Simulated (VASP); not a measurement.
# MgSi32 (a cell with a defect) in VASP: a series of runs

The runs below take MgSi32 (a cell with a defect) through single point, with PBE.

All numbers are computed with VASP 6.6.1; they aren't measurements. Logs are shortened: lines on timing, memory, paths and dates and some standing lists are left out, and cuts for length are marked.

## (1) Starting point

The cell holds a defect, 33 atoms: a = 9.220 Å, b = 9.220 Å, c = 9.992 Å, α = 116.09°, β = 116.09°, γ = 92.69°.

## (2) Single point, PBE

Contents of INCAR:

```
ALGO = Fast
EDIFF = 1E-6
ENCUT = 520
GGA = PE
ISIF = 2
ISMEAR = 0
LASPH = True
LCHARG = False
LREAL = Auto
LWAVE = False
NBANDS = 87
NELECT = 128.0
NELM = 100
PREC = Accurate
SIGMA = 0.02
```

Contents of KPOINTS:

```
Automatic mesh
0
Gamma
  2 2 2
  0.5 0.5 0.5
```

Contents of POSCAR:

```
MgSi32
1.0
    0.0000000001     -6.6706137337      6.3650227274
   -0.0000000001      6.6706137337      6.3650227274
   -7.7025612697     -0.0000000001     -6.3650227274
Si Mg
32 1
Direct
    0.4896033505      0.3227635297      0.7491278288
    0.7404763211      0.5736360506      0.2508734345
    0.1078396491      0.4481930395      0.4913527939
    0.6164885793      0.9568433188      0.5086505466
    0.9910630931      0.8237272160      0.7508960718
    0.8734090056      0.1941124400      0.0000012983
    0.3620727655      0.6980712342      0.0000002596
    0.2401681057      0.0728317789      0.2491050617
    0.6971413828      0.3676823423      0.5007584964
    0.9475324336      0.6162615658     -0.0000002596
    0.3218434390      0.4962055062      0.2605486577
    0.8250026276      0.9885908735      0.2498710406
    0.1963831330      0.8669245822      0.4992418580
    0.0612951336      0.2356560015      0.7394510476
    0.5751314053      0.7387202509      0.7501289244
    0.4524153147      0.1044791138     -0.0000005193
    0.6771663648      0.5098933005      0.7508802329
    0.9262861214      0.7590124574      0.2491197321
    0.3018017821      0.6422065920      0.5086449640
    0.7931595377      0.1335628086      0.4913572080
    0.1764067774      0.0096039847      0.7491419799
    0.0519340219      0.3879717674     -0.0000002597
    0.5558737843      0.8766420202      0.0000002596
    0.4272649312      0.2604621385      0.2508582447
    0.8831184678      0.5536286955      0.5007404505
    0.1337901238      0.8024716242      0.0000005193
    0.5144046562      0.6887565294      0.2605859181
    0.0113365528      0.1748550900      0.2498768828
    0.3823785425      0.0528890701      0.4992609426
    0.2538195825      0.4281702564      0.7394150855
    0.7614604399      0.9249795768      0.7501248997
    0.6456292279      0.2976081772     -0.0000003895
    0.3752993920      0.3748450110     -0.0000001298
```

Potentials or basis: VASP PAW PBE potentials, release 64 (Si, Mg).

On the command line:

```
$ cat potpaw_PBE.64/Si/POTCAR potpaw_PBE.64/Mg/POTCAR > POTCAR
$ mpirun -np 1 vasp_std > vasp.out
```

OUTCAR:

```text
EDIFF = 1E-6
   ENCUT = 520
   GGA = PE
   ISIF = 2
   ISMEAR = 0
   LASPH = True
   LREAL = Auto
   NELECT = 128.0
   NELM = 100
   PREC = Accurate

 ion  position               nearest neighbor table
   1  0.490  0.323  0.749-  29 2.35  17 2.37  30 2.40  32 2.40  33 2.99
   2  0.740  0.574  0.251-  25 2.35  18 2.37  27 2.40  32 2.40  33 2.99
   3  0.108  0.448  0.491-  30 2.34  28 2.35  25 2.35  19 2.36
   4  0.616  0.957  0.509-  27 2.34  31 2.35  29 2.35  20 2.36
   5  0.991  0.824  0.751-  31 2.35  26 2.35  25 2.35  21 2.37
   6  0.873  0.194  0.000-  28 2.35  31 2.35  32 2.35  22 2.37
   7  0.362  0.698  0.000-  26 2.36  23 2.37  27 2.40  30 2.40  33 2.99
   8  0.240  0.073  0.249-  28 2.35  26 2.35  29 2.35  24 2.37
   9  0.697  0.368  0.501-  20 2.35  24 2.35  17 2.35  25 2.37
  10  0.948  0.616  1.000-  17 2.35  18 2.35  22 2.36  26 2.37
  11  0.322  0.496  0.261-  19 2.34  22 2.40  24 2.40  27 2.45  33 2.63
  12  0.825  0.989  0.250-  23 2.35  20 2.35  18 2.35  28 2.37
  13  0.196  0.867  0.499-  19 2.35  21 2.35  18 2.35  29 2.37
  14  0.061  0.236  0.739-  20 2.34  22 2.40  21 2.40  30 2.45  33 2.63
  15  0.575  0.739  0.750-  23 2.35  19 2.35  17 2.35  31 2.37
  16  0.452  0.104  1.000-  23 2.35  21 2.40  24 2.40  32 2.46  33 2.62
  17  0.677  0.510  0.751-  15 2.35  10 2.35   9 2.35   1 2.37
  18  0.926  0.759  0.249-  12 2.35  10 2.35  13 2.35   2 2.37
  19  0.302  0.642  0.509-  11 2.34  15 2.35  13 2.35   3 2.36
  20  0.793  0.134  0.491-  14 2.34  12 2.35   9 2.35   4 2.36
  21  0.176  0.010  0.749-  13 2.35   5 2.37  14 2.40  16 2.40  33 2.99
  22  0.052  0.388  1.000-  10 2.36   6 2.37  11 2.40  14 2.40  33 2.99
  23  0.556  0.877  0.000-  12 2.35  15 2.35  16 2.35   7 2.37
  24  0.427  0.260  0.251-   9 2.35   8 2.37  11 2.40  16 2.40  33 2.99
  25  0.883  0.554  0.501-   3 2.35   2 2.35   5 2.35   9 2.37
  26  0.134  0.802  0.000-   5 2.35   8 2.35   7 2.36  10 2.37
  27  0.514  0.689  0.261-   4 2.34   7 2.40   2 2.40  11 2.45  33 2.62
  28  0.011  0.175  0.250-   6 2.35   3 2.35   8 2.35  12 2.37
  29  0.382  0.053  0.499-   4 2.35   1 2.35   8 2.35  13 2.37
  30  0.254  0.428  0.739-   3 2.34   7 2.40   1 2.40  14 2.45  33 2.62
  31  0.761  0.925  0.750-   6 2.35   4 2.35   5 2.35  15 2.37
  32  0.646  0.298  1.000-   6 2.35   1 2.40   2 2.40  16 2.46  33 2.62
  33  0.375  0.375  1.000-  16 2.62  32 2.62  30 2.62  27 2.62  14 2.63  11 2.63   7 2.99   1 2.99
                             2 2.99  22 2.99  21 2.99  24 2.99

  LATTYP: Found a face centered orthorhombic cell.
 ALAT       =    12.7300454548
 B/A-ratio  =     1.0480109843
 C/A-ratio  =     1.2101388478

  Lattice vectors:

 A1 = (  -7.7025612698,   6.6706137336,   0.0000000000)
 A2 = (  -7.7025612697,  -0.0000000001,   6.3650227274)
 A3 = (  -0.0000000001,   6.6706137337,   6.3650227274)

Analysis of symmetry for initial positions (statically):
=====================================================================
 Subroutine PRICEL returns:
 Original cell was already a primitive cell.

 Routine SETGRP: Setting up the symmetry group for a
[... 177 lines left out ...]
   IALGO  =     68    algorithm
   IMIX   =      4    mixing-type and parameters
     AMIX     =   0.40;   BMIX     =  1.00
     AMIX_MAG =   1.60;   BMIX_MAG =  1.00
  volume/ion in A,a.u.               =      19.82       133.76
  Fermi-wavevector in a.u.,A,eV,Ry     =   0.950461  1.796112 12.291190  0.903377
  Thomas-Fermi vector in A             =   2.078840
   LORBIT       =      0    0 simple, 1 ext, 2 COOP (PROOUT), +10 PAW based schemes
   GGA     = PE    functional components
   LHFCALC =     F    Hartree Fock is set to
   AEXX    =    0.0000 exact exchange contribution
   IVDW    =     0    specifies the selected vdW correction
   LEPSILON=     F    determine dielectric tensor
   LRPA    =     F    only Hartree local field effects (RPA)
 non-spin polarized calculation
 RMM-DIIS sequential band-by-band and
 Gauss-broadening in eV      SIGMA  =   0.02
  energy-cutoff  :      520.00
  volume of cell :      654.08
 maximum number of plane-waves:     17670
 NGX is ok and might be reduce to    70
   NGX = 35   NGY = 35   NGZ = 37

 number of electron     127.9999999 magnetization

 Free energy of the ion-electron system (eV)
  ---------------------------------------------------
  ext. energy  EPLUGINS =         0.00000000
  ---------------------------------------------------
  free energy    TOTEN  =      -185.92246320 eV

  energy without entropy =     -185.92246320  energy(sigma->0) =     -185.92246320

 E-fermi :   5.8185     XC(G=0):  -9.3747

 val. band max:        5.6945048142   @ k =  -0.2500  -0.2500   0.2500
 cond. band min:       6.2971440915   @ k =   0.2500   0.2500   0.2500
 fundamental gap:      0.6026392773
 Fermi energy:         5.8184899402

 k-point     1 :       0.2500    0.2500    0.2500
  band No.  band energies     occupation
      1      -5.4717      2.00000
      2      -5.3158      2.00000
      3      -5.2040      2.00000
      4      -5.1208      2.00000
      5      -3.9537      2.00000
      6      -3.8996      2.00000
[... 226 lines left out ...]
     75       8.0823      0.00000
     76       8.1599      0.00000
 [bands above 76 left out]

------------------------ aborting loop because EDIFF is reached ----------------------------------------

  FORCE on cell =-STRESS in cart. coord.  units (eV):
  Direction    XX          YY          ZZ          XY          YZ          ZX
  --------------------------------------------------------------------------------------
  -------------------------------------------------------------------------------------
  Total      -13.9830020    -13.4952975    -15.4859879      0.0000000      0.0029608     -0.0000000
  in kB      -34.2515391    -33.0569009    -37.9331222      0.0000000      0.0072524     -0.0000000
  external PRESSURE =     -35.0805207 kB  Pullay stress =       0.0000000 kB

 VOLUME and BASIS-vectors are now :
 -----------------------------------------------------------------------------
  energy-cutoff  :      520.00
  volume of cell :      654.08
      direct lattice vectors                 reciprocal lattice vectors
     0.000000000 -6.670613734  6.365022727    -0.064913473 -0.074955622  0.078554315
    -0.000000000  6.670613734  6.365022727    -0.064913473  0.074955622  0.078554315
    -7.702561270 -0.000000000 -6.365022727    -0.129826945 -0.000000000  0.000000000

 POSITION                                       TOTAL-FORCE (eV/Angst)
 -----------------------------------------------------------------------------------
     -5.77020     -1.11292      0.40252        -0.001946      0.001756     -0.005839
     -1.93237     -1.11293      6.76754         0.001946      0.001756     -0.005839
     -3.78468      2.27037      0.41169        -0.001075      0.001251     -0.003407
     -3.91791      2.27037      6.77672         0.001075      0.001251     -0.003407
     -5.78382     -1.11623      6.77171        -0.001188      0.000871     -0.003477
     -0.00001     -4.53132      6.79479        -0.000000      0.006693     -0.005121
[... 25 lines left out ...]
     -7.70256     -2.32151     -0.36129        -0.000000      0.001980      0.001388
     -7.70256     -0.00303     -1.59034         0.000000     -0.000456     -0.000147
 -----------------------------------------------------------------------------------
    total drift:                                0.004948      0.001542      0.006763

  FREE ENERGIE OF THE ION-ELECTRON SYSTEM (eV)
  ---------------------------------------------------
  free  energy   TOTEN  =      -185.9224632028 eV

  energy  without entropy=     -185.9224632028  energy(sigma->0) =     -185.92246320
```

stdout:

```text
POSCAR found type information on POSCAR SiMg
 POSCAR found :  2 types and      33 ions
 scaLAPACK will be used
 LDA part: xc-table for (Slater+PW92), standard interpolation
 POSCAR, INCAR and KPOINTS ok, starting setup
 FFT: planning ... GRIDC
 FFT: planning ... GRID_SOFT
 FFT: planning ... GRID
 WAVECAR not read
 entering main loop
 the old and the new charge density differ
 old charge density:   130.00000 new  128.00000
    0.191E+01
```

Wall time 5 min (1 thread of Intel Xeon 6975P-C (Granite Rapids), shared host); peak memory 0.8 GiB.

What came out:

- Free energy: -185.9225 eV
- Largest force: 0.010 eV/Å
- Band gap on the k mesh: 0.60 eV, indirect (least direct gap 0.79 eV)

Forces on the atoms (eV/Å):
```
Si  -0.002  0.002 -0.006
Si   0.002  0.002 -0.006
Si  -0.001  0.001 -0.003
Si   0.001  0.001 -0.003
Si  -0.001  0.001 -0.003
Si   0.000  0.007 -0.005
Si   0.000 -0.001 -0.004
Si   0.001  0.001 -0.003
Si   0.003  0.000 -0.001
Si   0.000  0.000 -0.005
Si   0.001 -0.002 -0.002
Si   0.000 -0.001 -0.006
Si  -0.003  0.000 -0.001
Si  -0.001 -0.002 -0.002
Si   0.000 -0.001 -0.006
Si   0.000 -0.003 -0.002
Si  -0.002  0.000  0.004
Si   0.002  0.000  0.004
Si   0.003 -0.001  0.005
Si  -0.003 -0.001  0.005
Si   0.000  0.001  0.004
Si   0.000 -0.001  0.005
Si   0.000  0.007  0.008
Si   0.000  0.001  0.004
Si   0.001  0.000  0.003
Si   0.000  0.001  0.001
Si   0.004 -0.005  0.000
Si   0.000  0.000  0.006
Si  -0.001  0.000  0.003
Si  -0.004 -0.005  0.000
Si   0.000  0.000  0.006
Si   0.000  0.002  0.001
Mg   0.000  0.000  0.000
```

Caveat: the cell carries a net charge on a neutralising background, which shifts energy and pressure; the cell is charged against a uniform background, so pressure and absolute levels hang on convention. Expect the measured gap to be larger: semilocal functionals such as PBE lack the derivative discontinuity.

## (3) Single point, PBE (the perfect crystal in a cell of 12 atoms)

Contents of INCAR:

```
SYSTEM = Si
PREC = Accurate
ENCUT = 520
EDIFF = 1E-6
ISMEAR = 0
SIGMA = 0.02
LREAL = .FALSE.
LASPH = .TRUE.
NELM = 100
ALGO = Normal
ISIF = 2
LWAVE = .FALSE.
LCHARG = .TRUE.
GGA = PE
LELF = .TRUE.
LVHAR = .TRUE.
NBANDS = 36
```

Contents of KPOINTS:

```
Automatic mesh
0
G
  3 3 3
  0 0 0
```

Contents of POSCAR:

```
Si
1.0
    0.0000000000      0.0000000000     -6.3650227274
    5.7769209522      3.3353068669      0.0000000000
    0.0000000001     -6.6706137337      0.0000000000
Si
12
Direct
    0.9370690597      0.3333333333      0.3333333333
    0.9370690597      0.0000000000      0.6666666667
    0.9370690597      0.6666666667      0.0000000000
    0.4370690597      0.6666666667      0.6666666667
    0.4370690597      0.3333333333      0.0000000000
    0.4370690597      1.0000000000      0.3333333333
    0.5629309403      0.3333333333      0.3333333333
    0.5629309403      0.0000000000      0.6666666667
    0.5629309403      0.6666666667      0.0000000000
    0.0629309403      0.6666666667      0.6666666667
    0.0629309403      0.3333333333      0.0000000000
    0.0629309403      1.0000000000      0.3333333333
```

Potentials or basis: VASP PAW PBE potentials, release 64 (Si).

On the command line:

```
$ cat potpaw_PBE.64/Si/POTCAR > POTCAR
$ mpirun -np 1 vasp_std > vasp.out
```

Wall time 38 s (1 thread of Intel Xeon Platinum 8488C (Sapphire Rapids), shared host); peak memory 0.33 GiB.

The run converged. Its results:

```yaml
Free_energy: -64.9113 eV
Pressure: -0.1 GPa
Largest_force: 0.005 eV/Å
Band_gap_on_the_k_mesh: 0.71 eV
```

Forces in eV/Å, atoms in the order of the input:
```
Si   0.000  0.000  0.005
Si   0.000  0.000  0.005
Si   0.000  0.000  0.005
Si   0.000  0.000  0.005
Si   0.000  0.000  0.005
Si   0.000  0.000  0.005
Si   0.000  0.000 -0.005
Si   0.000  0.000 -0.005
Si   0.000  0.000 -0.005
Si   0.000  0.000 -0.005
Si   0.000  0.000 -0.005
Si   0.000  0.000 -0.005
```

Stress tensor (GPa, compression positive):
```
-0.13  0.00  0.00
 0.00 -0.13  0.00
 0.00  0.00  0.01
```

Levels at points of the mesh, in eV from the valence-band top:
```csv
k point,band 22,band 23,band 24,band 25,band 26,band 27
"(0.00, 0.00, 0.00)",-0.33,0.00,0.00,0.90,0.90,0.99
```

Caveat: an odd mesh through Γ misses points on the zone boundary, where band edges often lie.
